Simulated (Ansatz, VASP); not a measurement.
**Two plane-wave programs on ZnS**

The input INCAR:

```
PREC     = Accurate       # precision mode
ENCUT    = 520            # plane-wave cutoff, eV
EDIFF    = 1E-6           # SCF threshold, eV
ISMEAR   = -1             # smearing method
SIGMA    = 0.02           # smearing width, eV
LREAL    = False          # projectors in reciprocal space
LASPH    = True           # aspherical terms in the spheres
NELM     = 60             # most SCF steps
ALGO     = Normal         # electronic algorithm
ISIF     = 2              # what is computed and relaxed
LWAVE    = False          # write WAVECAR
LCHARG   = False          # write CHGCAR
GGA      = PE             # functional
NBANDS   = 16             # bands
```

File KPOINTS:

```
Automatic mesh
0
Gamma
  8 8 8
```

Contents of POSCAR:

```
ZnS
1.0
    0.0000000000      2.6940858343      2.6940858343
    2.7495840025      0.0000000000      2.6940858343
    2.7495840025      2.6940858343      0.0000000000
Zn S
1 1
Direct
    0.0000000000      0.0000000000      0.0000000000
    0.2500000000      0.2500000000      0.2500000000
```

Input for Ansatz:

```yaml
crystal:
  lattice:
    - [0.0, 2.6940858343, 2.6940858343]
    - [2.7495840025, 0.0, 2.6940858343]
    - [2.7495840025, 2.6940858343, 0.0]
  atoms:
    - { symbol: Zn, position: [0.0, 0.0, 0.0] }
    - { symbol: S, position: [0.25, 0.25, 0.25] }
kpoints:
  mp_grid: { grid: [8, 8, 8] }
  band_path:
    path:
      - [0.0, 0.0, 0.0]
      - [-0.5, -0.5, 0.0]
      - [-0.375, -0.375, 0.25]
      - [-0.375, 0.0, 0.375]
      - [0.0, 0.0, 0.5]
      - [-0.5, -0.25, 0.25]
    npoints: 1
hamiltonian:
  xc: pbe
scf:
  occupations: { method: fermi_dirac, width: 0.02 }
  n_extra_bands: 4
output:
  forces: true
  stress: true
  eigenvalues: true
```

Change from the starting cell: uniaxial_x strain +2.1%.

Alike in both runs: task single point; functional PBE; k mesh 8 × 8 × 8; occupations fermi-dirac, width 0.02 eV; no spin polarisation.

|  | VASP | Ansatz |
| --- | --- | --- |
| version | VASP 6.6.1 | Ansatz 0.2.0 |
| potentials or method | VASP PAW PBE potentials, release 64 (Zn, S) | plane waves, PAW |
| plane-wave cutoff (eV) | 520 | 420 |
| valence electrons in the cell | 18 | 18 |

```csv
,VASP,Ansatz,Ansatz less VASP
gap on the k mesh at the Fermi level (eV),2.04,2.03,-0.004
pressure (GPa),0.9,0.7,-0.15
largest component of the traceless stress (GPa),0.57,0.58,+0.004
```
